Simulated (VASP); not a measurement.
Write the native input for VASP 6.6.1 that does the following.

```yaml
Task: band structure
Functional: PBE
Dispersion: D3(BJ)
Potentials_or_basis: VASP PAW PBE potentials, release 64 (W_sv, Se)
Cutoff: 520 eV
k_mesh: 9 × 9 × 2
Occupations: gaussian, width 0.03 eV
Spin: spin-orbit coupling, no magnetisation
Further_INCAR_settings: ALGO = Fast; EDIFF = 1e-07; NBANDS = 70
```

The structure of WSe2 lies in POSCAR:

```
WSe2                                    
1.0
    3.2813517984      0.0000000000      0.0000000000
   -1.6406758992      2.8417340177      0.0000000000
    0.0000000000      0.0000000000     12.7917581628
  W               Se            
     2     4
Direct
     0.3333333300000021    0.6666666699999979    0.2500000000000000
     0.6666666699999979    0.3333333300000021    0.7500000000000000
     0.3333333300000021    0.6666666699999979    0.6181950782352956
     0.6666666699999979    0.3333333300000021    0.1181950782352956
     0.3333333300000021    0.6666666699999979    0.8818049217647044
     0.6666666699999979    0.3333333300000021    0.3818049217647044
```

One way to write it, as run:

INCAR

```
  PREC = Accurate
  ENCUT = 520
  EDIFF = 1E-7
  ISMEAR = 0
  SIGMA = 0.03
  LREAL = F
  LASPH = T
  NELM = 80
  ALGO = Fast
  ISIF = 2
  LWAVE = F
  LCHARG = F
  MAGMOM = 0 0 0 0 0 0 0 0 0 0 0 0 0 0 0 0 0 0
  LORBIT = 11
  LSORBIT = T
  GGA_COMPAT = F
  LMAXMIX = 4
  GGA = PE
  IVDW = 12
  NBANDS = 70
  KPAR = 2
```

KPOINTS

```
regular mesh
0
Gamma
  9 9 2
```

KPOINTS_OPT

```
explicit points
141
Reciprocal
 0.0000000000  0.0000000000  0.0000000000 1
 0.0357142857  0.0000000000  0.0000000000 1
 0.0714285714  0.0000000000  0.0000000000 1
 0.1071428571  0.0000000000  0.0000000000 1
 0.1428571429  0.0000000000  0.0000000000 1
 0.1785714286  0.0000000000  0.0000000000 1
[... 133 lines left out ...]
 0.5000000000  0.0000000000  0.5000000000 1
 0.5000000000  0.0000000000  0.0000000000 1
```

Potentials or basis: VASP PAW PBE potentials, release 64 (W_sv, Se).

Command:

```sh
$ cat potpaw_PBE.64/W_sv/POTCAR potpaw_PBE.64/Se/POTCAR > POTCAR
$ mpirun -np 2 vasp_ncl > vasp.out
```

It gave:

| Property | Result |
| --- | --- |
| Pressure | 0.2 GPa |
| Largest force | 0.037 eV/Å |
| Valence electrons inside the program's atomic spheres | W 11.98; Se 3.90 |
| Dispersion energy per atom | -0.475 eV |

Wall time 11 min on 2 MPI ranks on Intel(R) Xeon(R) Platinum 8559C (Emerald Rapids), on a shared host, peak memory 0.74 GiB a rank.
